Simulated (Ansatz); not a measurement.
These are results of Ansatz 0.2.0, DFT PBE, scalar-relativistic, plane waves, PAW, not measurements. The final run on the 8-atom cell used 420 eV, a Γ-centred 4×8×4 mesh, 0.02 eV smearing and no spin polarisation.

Energies over the elements count from the elements' standard structures at the same level, with no fitted energy shifts. The references include black phosphorus.

Question: Suggest a trial structure for an orthorhombic semiconductor with formula GaP, with a gap near 1.0 eV, a formation energy near −0.27 eV/atom and about 24 Å³ per atom, in a cell of 8 atoms. Its symmetry should be Pnma (No. 62).

Answer: GaP, space group Pnma (No. 62). Ga has 4 P at 2.35–2.44 Å; P is surrounded by 4 Ga at 2.35–2.44 Å.

```cif
data_structure
_symmetry_space_group_name_H-M 'P 1'
_symmetry_Int_Tables_number 1
_cell_length_a 7.5146
_cell_length_b 3.9428
_cell_length_c 6.6028
_cell_angle_alpha 90.000
_cell_angle_beta 90.000
_cell_angle_gamma 90.000
_cell_volume 195.63
loop_
_atom_site_label
_atom_site_type_symbol
_atom_site_fract_x
_atom_site_fract_y
_atom_site_fract_z
_atom_site_occupancy
Ga1 Ga 0.84067 0.75000 0.40476 1
Ga2 Ga 0.65933 0.25000 0.90476 1
Ga3 Ga 0.34067 0.75000 0.09524 1
Ga4 Ga 0.15933 0.25000 0.59524 1
P1 P 0.83437 0.25000 0.60993 1
P2 P 0.66563 0.75000 0.10993 1
P3 P 0.33437 0.25000 0.89007 1
P4 P 0.16563 0.75000 0.39007 1
```

| Property | Result |
| --- | --- |
| Volume per atom | 24.45 Å³ |
| Density | 3.42 g/cm³ |
| Formation energy | −0.271 eV/atom |
| Gap on the 4×8×4 mesh of the 8-atom cell | 1.02 eV |

The structure comes from a generated guess, relaxed at this level; another structure or a mixture of phases may lie lower. Other answers may fit too; this one was computed.

Kohn–Sham gaps at this level usually fall short of measured ones. The reference form of P is held partly by dispersion forces, which this level lacks. A structure relaxed within its symmetry needn't be a true minimum.
